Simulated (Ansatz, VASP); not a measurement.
# In5AgSe8 in two plane-wave programs

One calculation is typed for both programs; each brings its own data sets. How far apart do they land? The cell is taken from a series of runs on this material, whose earlier steps may have relaxed, scaled, displaced or heated it; both programs get it as it stands.

Program: Ansatz 0.2.0. Level of theory: plane waves, with VASP 6.6.1 beside it; relaxation of cell and atoms at PBEsol. Results are calculated unless marked as measured.

### 1. The structure

The structure is tetragonal, space group P-42m (No. 111). Conventional cell: a = 5.793 Å, b = 5.793 Å, c = 11.622 Å, α = 90.00°, β = 90.00°, γ = 90.00°. In has 4 Se at 2.60 to 2.61 Å nearest. Nearest to In lie 4 Se at 2.58 Å. Nearest to Ag lie 4 Se at 2.64 Å. Nearest to Se lie 3 In at 2.58 to 2.61 Å. Nearest to Se lie 2 In at 2.60 Å and 1 Ag at 2.64 Å. Farther neighbours and most contacts between anions are not listed.

### 2. Ansatz: relaxation of cell and atoms, PBEsol

Ansatz runs on its default PAW (the set named soft_2) files.

The relaxed volume is the usual yardstick between codes: in a stiff, nearly cubic crystal its relative difference is about their pressure difference at one cell divided by the bulk modulus.

input.yaml

```yaml
crystal:
  lattice:
    - [5.7934, 0.0, 0.0]
    - [0.0, 5.7934, 0.0]
    - [0.0, 0.0, 11.6223]
  atoms:
    - { symbol: In, position: [0.0, 0.5, 0.25013] }
    - { symbol: In, position: [0.5, 0.0, 0.74987] }
    - { symbol: In, position: [0.0, 0.5, 0.74987] }
    - { symbol: In, position: [0.5, 0.0, 0.25013] }
    - { symbol: In, position: [0.5, 0.5, 0.0] }
    - { symbol: Ag, position: [0.0, 0.0, 0.5] }
    - { symbol: Se, position: [0.22834, 0.22834, 0.11225] }
    - { symbol: Se, position: [0.22834, 0.77166, 0.88775] }
    - { symbol: Se, position: [0.77166, 0.77166, 0.11225] }
    - { symbol: Se, position: [0.77166, 0.22834, 0.88775] }
    - { symbol: Se, position: [0.72177, 0.72177, 0.61414] }
    - { symbol: Se, position: [0.72177, 0.27823, 0.38586] }
    - { symbol: Se, position: [0.27823, 0.27823, 0.61414] }
    - { symbol: Se, position: [0.27823, 0.72177, 0.38586] }
kpoints:
  mp_grid: { grid: [6, 6, 4] }
hamiltonian:
  xc: pbesol
scf:
  occupations: { method: gaussian, width: 0.01 }
output:
  forces: true
  stress: true
  eigenvalues: true
relax:
  adjacent_minimum: "off"
  f_tol: 0.005
  max_steps: 60
  cell: { stress_tol: 0.03 }
```

On the command line:

```console
> ansatz run input.yaml --threads 8 --pin off --max-ram 16384MiB --backend cpu --events-out ev --progress --plain --runs-dir out
```

Numbers of over 12 decimals in the logs are rounded to 6 here.

Output:

```text
Engine: ansatz 0.2.0, aarch64-unknown-linux-gnu
Pseudopotentials: kind: paw
Pseudopotential: In, paw, valence charge 13, recommended cutoff 420 eV (normal), In.paw.azcp
Pseudopotential: Ag, paw, valence charge 19, recommended cutoff 420 eV (normal), Ag.paw.azcp
Pseudopotential: Se, paw, valence charge 16, recommended cutoff 420 eV (normal), Se.paw.azcp
Functional definition: PBEsol
  exchange = pbesol_x
  correlation = pbesol_c
Crystal: 14 atoms, lattice volume = 390.085 Å³
Basis set: ecut = 420 eV, 7635 PW (Γ), exchange–correlation on 80×80×160 points (8 copies of the dense FFT grid, shifted against one another)
Bands: 128, of which v1, the nominal top of the filled ones, is band 106 counted from 1 (105 counted from 0)
Symmetry: 8 space group operations
Space group: P-42m (ITA 111), of the structure as read, at distance tolerance 7.3e-5 Å
k-points: 30 of 144 (time reversal used)
Non-local potential: In, projectors of the file, l = 0: 2, l = 1: 2, l = 2: 2, l = 3: 2
Non-local potential: Ag, projectors of the file, l = 0: 3, l = 1: 2, l = 2: 2, l = 3: 1
Non-local potential: Se, projectors of the file, l = 0: 2, l = 1: 2, l = 2: 3, l = 3: 1
PAW form: soft (Blöchl's): semilocal exchange-correlation on the pseudo side does not see the compensation charge
PAW frozen core: In, regenerated for the run's functional, and the local potential with it (the file was generated under x = pbe(κ = 0.804, μ = 0.219515), c = pbe(β = 0.066725))
PAW frozen core: Ag, regenerated for the run's functional, and the local potential with it (the file was generated under x = pbe(κ = 0.804, μ = 0.219515), c = pbe(β = 0.066725))
PAW frozen core: Se, regenerated for the run's functional, and the local potential with it (the file was generated under x = pbe(κ = 0.804, μ = 0.219515), c = pbe(β = 0.066725))
PAW one-centre angular grid: In, 590 points (default); XC on 64 Gauss nodes
PAW one-centre angular grid: Ag, 590 points (default); XC on 64 Gauss nodes
PAW one-centre angular grid: Se, 590 points (default); XC on 64 Gauss nodes
Initial density: superposition of atomic densities (neutral atoms: chi_scale 0, normalization atom), corrected by the library's trained network
Initial wavefunctions: pseudopotential atomic-orbital guess
Functional: x = pbesol(κ = 0.804, μ = 0.123457), c = pbesol(β = 0.046)
SCF iter   1: F=—  HF=-78549.247957 eV  |F-HF|=—  |Δ(HF+E_count)|=         —  Δρ=3.52e-3  dr2=5.62e-2  ethr=1.77e-3  ⟨swp⟩=6.2  Hψ=13904  notcnv=0  defer=22
preconditioner: auto → Resta (q_TF=auto, 2.465 Å⁻¹)  ε∞=3.6  [insulator: Δε(μ)=0.130 eV  Ē_g=13.099 eV  σ=0.010 eV  W_gap=1.00  n_scr=100 (ndim 8)  ℏωp=20.9 eV  f_vac=0.094  D(μ)=0.00/eV (n_scr^D=0)  ε∞_Penn≈3.6]
SCF iter   2: F=—  HF=-78549.233483 eV  |F-HF|=—  |Δ(HF+E_count)|=   1.45e-2  Δρ=1.38e-3  dr2=9.30e-3  ethr=2.65e-5  ⟨swp⟩=3.0  Hψ=7809  notcnv=0  defer=471
SCF iter   3: F=—  HF=-78549.231953 eV  |F-HF|=—  |Δ(HF+E_count)|=   1.53e-3  Δρ=5.17e-4  dr2=1.29e-3  ethr=4.38e-6  ⟨swp⟩=2.0  Hψ=5316  notcnv=0  defer=471
SCF iter   4: F=—  HF=-78549.232026 eV  |F-HF|=—  |Δ(HF+E_count)|=   7.32e-5  Δρ=2.05e-4  dr2=2.07e-4  ethr=6.10e-7  ⟨swp⟩=2.6  Hψ=6552  notcnv=0  defer=471
SCF iter   5: F=—  HF=-78549.232103 eV  |F-HF|=—  |Δ(HF+E_count)|=   7.70e-5  Δρ=8.33e-5  dr2=5.39e-5  ethr=9.78e-8  ⟨swp⟩=2.0  Hψ=6549  notcnv=0  defer=471
SCF iter   6: F=—  HF=-78549.231948 eV  |F-HF|=—  |Δ(HF+E_count)|=   1.55e-4  Δρ=2.74e-5  dr2=4.27e-6  ethr=2.54e-8  ⟨swp⟩=2.0  Hψ=4239  notcnv=0  defer=471
SCF iter   7: F=—  HF=-78549.231952 eV  |F-HF|=—  |Δ(HF+E_count)|=   3.58e-6  Δρ=1.18e-5  dr2=1.10e-6  ethr=2.02e-9  ⟨swp⟩=3.0  Hψ=5991  notcnv=0  defer=471
SCF iter   8: F=-78549.231953 eV  HF=-78549.231953 eV  |F-HF|=4.33e-8  |Δ(HF+E_count)|=   4.61e-7  Δρ=3.88e-6  dr2=8.06e-8  ethr=4.72e-11  ⟨swp⟩=7.8  Hψ=19492  notcnv=0
SCF 1 converged in 8 iterations: F = -78549.231953 eV  dr2 = 8.06e-8
  greatest PAW one-centre occupation: 1.001 electrons in one spin orbital (limit 2), on the Ag atom at site 5 (counted from 0), in its partial waves of l = 0
relax step   1: F+E_penalty+E_count = -78549.23195255 eV  Δ(F+E_penalty+E_count) = +0.000e0 eV  max|allowed force component| = 8.185e-1 eV/Å  Δτ_max = 0.0000 Å  P = +0.449 GPa  Ω = 390.085 Å³  (8 SCF iters, dr2 threshold 1.00e-7 eV, accepted)
Crystal: 14 atoms, lattice volume = 388.410 Å³
Basis set: ecut = 420 eV, 7619 PW (Γ), exchange–correlation on 80×80×160 points (8 copies of the dense FFT grid, shifted against one another)
Initial density: handed on by an earlier stage of this run
Initial wavefunctions: those handed on with the density
iter 1 solved again at ethr=1.10e-4 eV; its pass at ethr=3.10e-3 eV (dr2=2.34e-1 eV) is discarded
SCF iter   1: F=—  HF=-78549.353062 eV  |F-HF|=—  |Δ(HF+E_count)|=         —  Δρ=8.76e-3  dr2=2.38e-1  ethr=1.10e-4  ⟨swp⟩=2.8  Hψ=15532  notcnv=0
[...]
SCF converged after 5 iterations
Free energy (F): -78549.381595 eV
Harris-Foulkes:  -78549.381595 eV  (|F-HF|=4.37e-11)
Internal energy: -78549.381595 eV  (E = F + TS)
E sigma→0 (E₀):  -78549.381595 eV
Fermi energy:    7.439642 eV
--- Per-component energies (eV) ---
  E_band       = -3836.519498
  E_kinetic    = 2690.507819
  E_local      = -30504.478026  (includes V_loc(G=0)·N_el)
  E_nonlocal   = -2811.052604
  E_hartree    = 14247.394647
  E_xc         = -2072.821555
  E_vxc        = -1512.327389  (∫ρ·V_xc dr)
  E_paw        = -39204.822328  (= ΣΔE_a)
  E_vpaw       = -193.954675  (= ΣTr[D̂ρ^β])
  E_aug_tail   = -0.004347  (compensation charges beyond the density's cutoff)
  E_ewald      = -20903.675055
  E_core_change = 9.569855  (= ΣΔE_core)
  E_smearing   = -0.000000  (= −TS)
  E_closure    = -0.000000  (closes the sum)
  Σ components = -78549.381595   (vs F -78549.381595, Δ=0.00e0)
--- Forces (eV/Å), atoms counted from 1 ---
  atom   1  In     0.00000000    -0.00000000    -0.00039457
  atom   2  In     0.00000000    -0.00000000     0.00039457
  atom   3  In     0.00000000     0.00000000     0.00039457
  atom   4  In     0.00000000     0.00000000    -0.00039457
  atom   5  In     0.00000000     0.00000000     0.00000000
  atom   6  Ag     0.00000000     0.00000000     0.00000000
  atom   7  Se     0.00008034     0.00008034    -0.00000311
  atom   8  Se     0.00008034    -0.00008034     0.00000311
  atom   9  Se    -0.00008034    -0.00008034    -0.00000311
  atom  10  Se    -0.00008034     0.00008034     0.00000311
  atom  11  Se     0.00052185     0.00052185    -0.00008105
  atom  12  Se     0.00052185    -0.00052185     0.00008105
  atom  13  Se    -0.00052185    -0.00052185    -0.00008105
  atom  14  Se    -0.00052185     0.00052185     0.00008105
  max |Σ_I F_I| component: 1.78e-17 eV/Å
--- Stress (GPa, compression-positive) ---
       -0.005707       0.000000       0.000000
        0.000000      -0.005707       0.000000
        0.000000      -0.000000       0.008891
  P = ⅓ Tr σ = -0.0008 GPa (-0.008 kbar)
--- Band table (eV; the first three rows and the last of 30) ---
  k-point 0: bands = [... 102 lower, 6.0082, 6.9599, 7.2764, 7.2764, 7.5510, 8.8633, 8.9567, 9.3802, ... 18 higher]
  k-point 1: bands = [... 102 lower, 6.1148, 6.5922, 7.2240, 7.2240, 7.9951, 8.8378, 9.1549, 9.3454, ... 18 higher]
  k-point 2: bands = [... 102 lower, 6.2172, 6.3343, 7.1644, 7.1644, 8.5071, 8.6351, 9.1669, 9.5355, ... 18 higher]
  k-point 29: bands = [... 102 lower, 6.1043, 6.3418, 7.3280, 7.3280, 8.7039, 9.0293, 9.0293, 9.1838, ... 18 higher]
--- Relaxed structure (6 steps of the walk, 6 accepted, 1 SCFs on fresh bases) ---
  F+E_penalty+E_count = -78549.38159455 eV   max|allowed force component| = 5.218e-4 eV/Å   (the final SCF, on the basis selected at the relaxed cell)
  cell:  # Å, volume = 389.4114 Å³
    - [5.777951, 0.0, 0.0]
    - [0.0, 5.777951, 0]
    - [0.0, 0, 11.664360]
  atoms:
    - { symbol: In, position: [2.1308558329646913e-19, 0.500000, 0.255671] }
    - { symbol: In, position: [0.500000, -3.763773976673572e-19, 0.744329] }
    - { symbol: In, position: [2.1308558329646913e-19, 0.500000, 0.744329] }
    - { symbol: In, position: [0.500000, -3.76377397667358e-19, 0.255671] }
    - { symbol: In, position: [0.500000, 0.500000, 0] }
    - { symbol: Ag, position: [2.1308558329647026e-19, -3.7637739766735757e-19, 0.500000] }
    - { symbol: Se, position: [0.221896, 0.221896, 0.110867] }
    - { symbol: Se, position: [0.221896, 0.778104, 0.889133] }
    - { symbol: Se, position: [0.778104, 0.778104, 0.110867] }
    - { symbol: Se, position: [0.778104, 0.221896, 0.889133] }
    - { symbol: Se, position: [0.723351, 0.723351, 0.612754] }
    - { symbol: Se, position: [0.723351, 0.276649, 0.387246] }
    - { symbol: Se, position: [0.276649, 0.276649, 0.612754] }
    - { symbol: Se, position: [0.276649, 0.723351, 0.387246] }
```

In the SCF lines HF is the Harris–Foulkes energy and dr2 the Hartree energy of the density residual, in eV; the loop may stop once dr2 is under the threshold and the program's other checks hold. Hψ counts applications of the Hamiltonian.

(Part 1 of 2 ends here.)

[Lines on the potential files, build, host, timing and source positions are cut from VASP's logs without a mark.]

[Logs are printed without paths, hosts, clocks, repeated set-up lines and the standing remarks that a program may print on its own settings, such as how far it seeks lower states.]

[Hosts, paths, dates, database ids (printed as entryN), source tags and the programs' standing remarks are cut or masked in the printed files.]
